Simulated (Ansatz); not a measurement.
# TePt: band structure with PBEsol

Crystal: TePt.

```
Pt Te
1.0
     1.98157    1.14406    6.66103
    -1.98157    1.14406    6.66103
     0.00000   -2.28812    6.66103
Pt Te
2 2
Direct
  0.12967 0.12967 0.12967
  0.87033 0.87033 0.87033
  0.40200 0.40200 0.40200
  0.59800 0.59800 0.59800
```

```yaml
Program: Ansatz 0.2.0
Task: band structure
Functional: PBEsol
Potentials_or_basis: all-electron LAPW, scalar-relativistic
Cutoff: 288 eV (chosen from the basis error)
Basis_error_allowed: 0.002 eV/atom
k_mesh: 8 × 8 × 8
Occupations: fermi-dirac, width 0.05 eV
Spin: no spin polarisation
```

```
Pressure                : -0.3 GPa
Largest force           : 0.193 eV/Å
Band gap along the path : none (metal or under the smearing width)
```

Forces on the atoms (eV/Å):
```
Pt   0.000  0.000  0.193
Pt   0.000  0.000 -0.193
Te   0.000  0.000 -0.086
Te   0.000  0.000  0.086
```

Stress tensor (GPa, compression positive):
```
-0.20  0.00  0.00
 0.00 -0.20  0.00
 0.00  0.00 -0.57
```

Levels at the corners of the path, in eV from the Fermi level:
```tsv
point	band 63	band 64	band 65	band 66	band 67	band 68	band 69	band 70
Γ	-1.76	0.69	0.69	0.86	1.25	2.87	2.87	4.57
L	-2.52	-1.99	-1.88	-1.06	0.31	1.35	1.96	3.78
B1	-2.37	-2.05	-1.29	-1.27	-0.38	1.11	3.36	3.40
```

It took 73 s on 2 threads of Intel(R) Xeon(R) Platinum 8259CL CPU @ 2.50GHz (Skylake/Cascade Lake), on a shared host, peak memory 1 GiB.

Caveat: spin-orbit coupling is left out, which moves the levels of the heavy elements.
